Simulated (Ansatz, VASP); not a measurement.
## ZrC in VASP and in Ansatz

INCAR

```
PREC = Accurate
ENCUT = 520
EDIFF = 1E-8
ISMEAR = -1
SIGMA = 0.05
LREAL = False
LASPH = True
NELM = 80
ALGO = Normal
ISIF = 2
LWAVE = False
LCHARG = False
GGA = CA
LEFG = True
NBANDS = 15
```

The input KPOINTS:

```
regular mesh
0
Gamma
  15 15 15
```

Contents of POSCAR:

```
ZrC
1.0
    0.0000000000      2.3502100000      2.3502100000
    2.3502100000      0.0000000000      2.3502100000
    2.3502100000      2.3502100000      0.0000000000
Zr C
1 1
Direct
    0.5000000000      0.5000000000      0.5000000000
    0.0000000000      0.0000000000      0.0000000000
```

Input for Ansatz:

```yaml
crystal:
  lattice:
    - [0.0, 2.35021, 2.35021]
    - [2.35021, 0.0, 2.35021]
    - [2.35021, 2.35021, 0.0]
  atoms:
    - { symbol: Zr, position: [0.5, 0.5, 0.5] }
    - { symbol: C, position: [0.0, 0.0, 0.0] }
kpoints:
  mp_grid: { grid: [15, 15, 15] }
  band_path:
    path:
      - [0.0, 0.0, 0.0]
      - [0.5, 0.0, 0.5]
      - [0.625, 0.25, 0.625]
      - [0.375, 0.375, 0.75]
      - [0.0, 0.0, 0.0]
      - [0.5, 0.5, 0.5]
      - [0.5, 0.25, 0.75]
      - [0.5, 0.0, 0.5]
    npoints: 5
scf:
  occupations: { method: fermi_dirac, width: 0.05 }
hamiltonian:
  xc: lda
  pseudopotentials: { kind: paw }
output:
  forces: true
  stress: true
  eigenvalues: true
  efg: { contact_densities: true }
```

Alike in both runs: task electric field gradients; functional LDA; k mesh 15 × 15 × 15; occupations fermi-dirac, width 0.05 eV; no spin polarisation.

|  | VASP | Ansatz |
| --- | --- | --- |
| version | VASP 6.6.1 | Ansatz 0.2.0 |
| potentials or method | VASP PAW LDA potentials, release 64 (Zr_sv, C) | PAW with Ansatz's default frozen-core files, scalar-relativistic |
| plane-wave cutoff (eV) | 520 | 420 |
| valence electrons in the cell | 16 | 16 |

Ansatz gave:

```
pressure (GPa)                                                 : -8.7
Vzz of the field gradient on the site that differs most (V/Å²) : 0.0
```

Problem. Which values does VASP return?

Solution. Pressure (GPa): -8.1; Vzz of the field gradient on the site that differs most (V/Å²): 0.0.

Ansatz warned: «gradients_without_spin_orbit».
